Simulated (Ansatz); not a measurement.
MoTe₂ (3R-MoS2 type) at its r2SCAN+rVV10 geometry, in Ansatz. One PBE run serves as the base. The settings are then varied one at a time, some on purpose to values that make no sense. Doubtful ones may also carry a cap on iterations. All numbers are computed, and spin polarisation is off unless an edit sets a moment.

Base input:
```yaml
crystal:
  lattice:
    - [1.7734078919, 1.0238775238, 7.1041367115]
    - [-1.7734078919, 1.0238775238, 7.1041367115]
    - [0.0, -2.0477550476, 7.1041367115]
  atoms:
    - { symbol: Mo, position: [-3.68534e-05, -3.68534e-05, -3.68534e-05] }
    - { symbol: Te, position: [0.4174226661, 0.4174226661, 0.4174226661] }
    - { symbol: Te, position: [0.249280854, 0.249280854, 0.249280854] }
kpoints:
  mp_grid: { grid: [6, 6, 6] }
hamiltonian:
  xc: pbe
scf:
  occupations: { method: fixed }
  n_extra_bands: 4
output:
  forces: true
  stress: true
  eigenvalues: true
```

Base results:
```
Basis set: ecut = 420 eV, 1493 PW (Γ), FFT grids on a1−a3, a2−a3, a3
Symmetry: 6 space group operations
Space group: R3m (ITA 160)
k-points: 32 of 216 (time reversal used)
SCF converged after 7 iterations
Free energy (F): -18916.710744 eV
Fermi energy:    11.914700 eV
--- Forces (eV/Å), atoms counted from 1 ---
  atom   1  Mo      0.00000      0.00000      0.00330
  atom   2  Te      0.00000      0.00000      0.20149
  atom   3  Te      0.00000      0.00000    -0.20479
--- Stress (GPa, compression-positive) ---
        1.502752       0.000000       0.000000
        0.000000       1.502752       0.000000
        0.000000       0.000000       2.770035
  P = ⅓ Tr σ = 1.9252 GPa (19.252 kbar)
```
The gap over this mesh is 0.900 eV.

Command: `ansatz run input.yaml --threads 4 --pin off --max-ram 3686MiB --backend cpu --events-out ev --progress --plain --runs-dir out`. Wall time 1.5 s on 4 threads of Arm Neoverse V2, on a shared host, load about 0.5 per core; peak host memory 0.36 GiB.

**Question.** These lines are set or replaced. What follows?
```yaml
accuracy: low
```

**Answer.** Energy, stress and gap stay within 1 meV an atom, 0.1 GPa and 0.005 eV of the base. The run repeats the base's digit for digit, so the setting changed nothing in it.

One of the further runs printed
```
SCF converged after 7 iterations
Free energy (F): -18958.129579 eV
Fermi energy:    11.818874 eV
--- Forces (eV/Å), atoms counted from 1 ---
  atom   1  Mo      0.00000      0.00000      0.00273
  atom   2  Te      0.00000      0.00000    -0.02687
  atom   3  Te      0.00000      0.00000      0.02414
--- Stress (GPa, compression-positive) ---
        1.192083       0.000000       0.000000
        0.000000       1.192083       0.000000
        0.000000       0.000000       1.132008
  P = ⅓ Tr σ = 1.1721 GPa (11.721 kbar)
--- Band table (eV; the first three rows and the last of 32) ---
  k-point 0: bands = […, 9.8477, 9.8477, 10.6443, 10.6443, 10.8478, 11.2925, 14.7524, 14.7525, 15.2316, 15.2316]
  k-point 1: bands = […, 9.0442, 9.5632, 10.1546, 10.1784, 10.8585, 11.4355, 13.7117, 14.2449, 14.5319, 15.0069]
  k-point 2: bands = […, 7.5761, 8.0032, 9.4297, 10.4307, 10.6366, 10.8831, 13.0929, 13.5581, 15.0789, 15.2047]
  k-point 31: bands = […, 8.7969, 9.8321, 9.8321, 10.6652, 10.6652, 11.8189, 14.9079, 14.9079, 15.0558, 15.0558]
```

**Question.** Which setting had been changed?
A. scf.occupations: fermi_dirac 0.5
B. kpoints.mp_grid.grid: [4, 4, 4]
C. scf.mixing.preconditioner: resta
D. hamiltonian.xc: r2scan

**Answer.** D. The cutoff follows the functional, from 420 to 500 eV. The mean stress moves by -0.75 GPa and the gap on the mesh by +0.085 eV (to 0.985). It's another functional on the same cell, so totals aren't comparable.

**Question.** Predict the outcome of this edit.
```yaml
scf:
  convergence: { dr2_threshold: 1.0e-12 }
  max_iter: 55
```

**Answer.** It converges in 12 iterations against the base's 7. The tighter threshold changes nothing that matters: the base was converged.

**Question.** What happens with this change?
```yaml
scf:
  occupations: { method: cold, width: 0.2 }
```

**Answer.** Energy, stress and gap stay within 1 meV an atom, 0.1 GPa and 0.005 eV of the base.

**Question.** The input is altered as follows. How does the run end?
```yaml
scf:
  mixing: { ndim: 30 }
  max_iter: 68
```

**Answer.** It converges in 7 iterations, as the base does. The result is the base's, as it should be for a key that only affects how the solution is found.

**Question.** Predict the outcome of this edit.
```yaml
scf:
  occupations: { method: cold, width: 0.05 }
```

**Answer.** Energy, stress and gap stay within 1 meV an atom, 0.1 GPa and 0.005 eV of the base. The width is small against the gap, so it doesn't matter.

One of the further runs printed
```
SCF converged after 7 iterations
Free energy (F): -18916.697497 eV
Internal energy: -18916.761312 eV  (E = F + TS)
E sigma→0 (E₀):  -18916.713451 eV
Entropy (-TS):   0.063815 eV (21.272 meV/atom)
Fermi energy:    12.283333 eV
--- Forces (eV/Å), atoms counted from 1 ---
  atom   1  Mo      0.00000      0.00000      0.00492
  atom   2  Te      0.00000      0.00000      0.18310
  atom   3  Te      0.00000      0.00000    -0.18801
--- Stress (GPa, compression-positive) ---
        1.394449       0.000000       0.000000
        0.000000       1.394449       0.000000
        0.000000       0.000000       2.722979
  P = ⅓ Tr σ = 1.8373 GPa (18.373 kbar)
--- Band table (eV; the first three rows and the last of 32) ---
  k-point 0: bands = […, 10.0600, 10.0600, 10.8311, 10.8311, 10.9556, 11.4875, 14.7362, 14.7362, 15.1910, 15.1910]
  k-point 1: bands = […, 9.2787, 9.8011, 10.3615, 10.3875, 10.9781, 11.6135, 13.6636, 14.1831, 14.5194, 14.9745]
  k-point 2: bands = […, 7.8797, 8.2959, 9.6813, 10.6132, 10.7868, 11.0764, 13.0684, 13.5714, 14.9803, 15.1566]
  k-point 31: bands = […, 9.0235, 10.0457, 10.0457, 10.8503, 10.8503, 11.9109, 14.8867, 14.8867, 15.0215, 15.0215]
```

**Question.** Which setting had been changed?
A. scf.mixing.preconditioner: resta
B. scf.occupations: methfessel_paxton 0.5
C. basis.ecutwfc: 500
D. crystal.symmetry.detect: false

**Answer.** B. The free energy moves by +4.4 meV an atom, the mean stress by -0.09 GPa and the gap on the mesh by -0.001 eV (to 0.899). The term −TS is +21 meV an atom, of a sign that arises since this scheme's broadening is partly negative. A width of 0.5 eV moves electrons across a gap of 0.90 eV: this is no longer the ground state.

No spin-orbit coupling is included; it can move band edges with weight on the heavy atoms by tenths of an eV.
